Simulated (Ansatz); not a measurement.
**CsCl-type CsI**

Level of theory: DFT, PBE with spin–orbit coupling, two-component spinors; plane waves to 420 eV with PAW datasets (Ansatz 0.2.0), 6×6×6 k-mesh, Gaussian smearing of 0.05 eV. The datasets are Ansatz's generated set soft_2.

```
Cs I
1.0
     4.66757    0.00000    0.00000
     0.00000    4.66757    0.00000
     0.00000    0.00000    4.66757
Cs I
1 1
Cartesian
  0.0000 0.0000 0.0000
  2.3338 2.3338 2.3338
```

The start was a prototype's sites filled with these elements; the Crystallography Open Database holds the compound in this structure.

The cell is relaxed to zero pressure at this level.

Path: Γ–X–M–Γ–R–X | R–M, with Γ = (0.000, 0.000, 0.000), X = (0.000, 0.500, 0.000), M = (0.500, 0.500, 0.000), R = (0.500, 0.500, 0.500) in reciprocal vectors of the calculation's cell.

Is it a metal or an insulator, and if it has a gap, where are the band edges on this path?

An insulator with a gap of 3.46 eV on the path, the valence band topping at Γ and the conduction band bottoming at Γ; the smallest direct gap is 3.46 eV.

Levels between -4 and 4 eV from the Fermi level at the path's named points:
```tsv
point	below E_F (eV)	above E_F (eV)
Γ	-2.76 -2.76 -1.73 -1.73 -1.73 -1.73	1.73 1.73 2.32 2.32 2.32 2.32
X	-3.53 -3.53 -2.37 -2.37 -1.86 -1.86	3.27 3.27
M	-3.18 -3.18 -2.55 -2.55 -1.83 -1.83	2.30 2.30 2.94 2.94
R	-3.64 -3.64 -2.87 -2.87 -2.87 -2.87
```

Formal charges Cs⁺, I⁻ balance and leave closed shells on every ion, so a band insulator is expected, and the gap is 3.46 eV.

Within 0.6 eV of the edges the projected states are 98 % I 5p at the top of the valence band and 79 % Cs 6s at the bottom of the conduction band. The lowest excitation takes an electron from I back to Cs, as in ionic insulators.

Run time: 24 s on 4 threads of Arm Neoverse V2, with other jobs on the host, peak memory 0.8 GiB.

Kohn–Sham gaps of semilocal functionals lie under measured ones, often by a third or more. The relaxed cell is 7 % larger in volume than the cell of this structure in the Crystallography Open Database (47.62 Å³/atom, 1963).
